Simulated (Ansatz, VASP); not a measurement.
**One calculation of KCl, two programs**

File INCAR:

```
SYSTEM = KCl
PREC     = Accurate       ! precision mode
ENCUT    = 520            ! plane-wave cutoff, eV
EDIFF    = 1E-6           ! SCF threshold, eV
ISMEAR   = 0              ! smearing method
SIGMA    = 0.05           ! smearing width, eV
LREAL    = .False.        ! projectors in reciprocal space
LASPH    = .True.         ! aspherical terms in the spheres
NELM     = 80             ! most SCF steps
ALGO     = Normal         ! electronic algorithm
ISIF     = 2              ! what is computed and relaxed
LWAVE    = .False.        ! write WAVECAR
LCHARG   = .False.        ! write CHGCAR
GGA      = PS             ! functional
NBANDS   = 15             ! bands
```

The input KPOINTS:

```
Automatic mesh
0
Gamma
  6 6 6
  0 0 0
```

File POSCAR:

```
KCl
1.0
    0.0000000000      3.0298560000      3.1561000000
    3.0298560000      0.0000000000      3.1561000000
    3.0298560000      3.0298560000      0.0000000000
K Cl
1 1
Direct
    0.0000000000      0.0000000000      0.0000000000
    0.5000000000      0.5000000000      0.5000000000
```

Input for Ansatz:

```yaml
crystal:
  lattice:
    - [0.0, 3.029856, 3.1561]
    - [3.029856, 0.0, 3.1561]
    - [3.029856, 3.029856, 0.0]
  atoms:
    - { symbol: K, position: [0.0, 0.0, 0.0] }
    - { symbol: Cl, position: [0.5, 0.5, 0.5] }
basis:
  ecutwfc: 420
kpoints:
  mp_grid: { grid: [6, 6, 6] }
hamiltonian:
  xc: pbesol
scf:
  occupations: { method: gaussian, width: 0.05 }
output:
  forces: true
  stress: true
  eigenvalues: true
```

Change from the starting cell: strain -0.040 along x and y, +0.000 along z, atoms carried along.

Alike in both runs: task single point; functional PBEsol; k mesh 6 × 6 × 6; occupations gaussian, width 0.05 eV; no spin polarisation.

```csv
,VASP,Ansatz
version,VASP 6.6.1,Ansatz 0.2.0
potentials or method,"VASP PAW PBE potentials, release 64 (K_sv, Cl)","scalar-relativistic, plane waves, PAW"
plane-wave cutoff (eV),520,420
valence electrons in the cell,16,16
```

```tsv
	VASP	Ansatz	Ansatz less VASP
gap on the k mesh at the Fermi level (eV)	5.24	5.24	+0.005
least direct gap on the mesh (eV)	5.24	5.24	+0.005
pressure (GPa)	1.2	1.1	-0.07
largest component of the traceless stress (GPa)	1.25	1.22	-0.029
```

Caveats: the PAW data sets were made with another functional, which shifts forces and pressure a little (VASP).
